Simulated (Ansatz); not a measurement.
Hg: changing spin-orbit coupling

Symmetry: I4/mmm, No. 139, tetragonal system. Conventional cell: a = 3.753 Å, b = 3.753 Å, c = 3.834 Å, α = 90.00°, β = 90.00°, γ = 90.00°. Hg (site symmetry 4/mmm) has 12 Hg at 3.27 to 3.75 Å as nearest neighbours.

Kept alike: task band structure; functional r2SCAN; k mesh 10 × 10 × 10; occupations fermi-dirac, width 0.05 eV. Program: Ansatz, Ansatz PAW, cutoff 500 eV. The mesh is that of the run's cell of 1 atom.

```csv
spin-orbit coupling,pressure (GPa)
off,0.19
on,-0.69
```

Pressure is positive in compression, with a Pulay correction for the finite cutoff. For a metal such a mesh leaves the last digits unconverged. All rows use potentials made for PBE.

The pressure runs from -0.69 (on) to 0.19 GPa (off).
